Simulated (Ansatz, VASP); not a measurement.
## Cs in VASP and in Ansatz

File INCAR:

```
SYSTEM = Cs
PREC     = Accurate       ! precision mode
ENCUT    = 520            ! plane-wave cutoff, eV
EDIFF    = 1E-6           ! SCF threshold, eV
ISMEAR   = 0              ! smearing method
SIGMA    = 0.15           ! smearing width, eV
LREAL    = .FALSE.        ! projectors in reciprocal space
LASPH    = .TRUE.         ! aspherical terms in the spheres
NELM     = 60             ! most SCF steps
ALGO     = Fast           ! electronic algorithm
ISIF     = 2              ! what is computed and relaxed
LWAVE    = .FALSE.        ! write WAVECAR
LCHARG   = .FALSE.        ! write CHGCAR
GGA      = PE             ! functional
NBANDS   = 10             ! bands
```

KPOINTS

```
regular mesh
0
G
  12 12 12
  0 0 0
```

POSCAR

```
Cs
1.0
   -2.9016000000      2.9016000000      3.1434000000
    2.9016000000     -2.9016000000      3.1434000000
    2.9016000000      2.9016000000     -3.1434000000
Cs
1
Direct
    0.0000000000      0.0000000000      0.0000000000
```

Input for Ansatz:

```yaml
crystal:
  lattice:
    - [-2.9016, 2.9016, 3.1434]
    - [2.9016, -2.9016, 3.1434]
    - [2.9016, 2.9016, -3.1434]
  atoms:
    - { symbol: Cs, position: [0.0, 0.0, 0.0] }
basis:
  ecutwfc: 420
kpoints:
  mp_grid: { grid: [12, 12, 12] }
hamiltonian:
  xc: pbe
scf:
  occupations: { method: gaussian, width: 0.15 }
output:
  forces: true
  stress: true
  eigenvalues: true
  write_density: true
  write_potential: true
  elf: true
  volumetric_format: npy
```

Change from the starting cell: strain -0.040 along x and y, +0.040 along z, atoms carried along.

Alike in both runs: task single point; functional PBE; k mesh 12 × 12 × 12; occupations gaussian, width 0.15 eV; no spin polarisation.

```csv
,VASP,Ansatz
version,VASP 6.6.1,Ansatz 0.2.0
potentials or method,"VASP PAW PBE potentials, release 64 (Cs_sv)","scalar-relativistic, plane waves, PAW"
plane-wave cutoff (eV),520,420
valence electrons in the cell,9,9
```

|  | VASP | Ansatz | Ansatz less VASP |
| --- | --- | --- | --- |
| gap on the k mesh at the Fermi level (eV) | none | none | - |
| pressure (GPa) | 0.2 | 0.2 | +0.01 |

A gap of «none» marks a metal or a gap that the smearing closes.

The runs have no spin-orbit coupling, so splittings on Cs are missing.
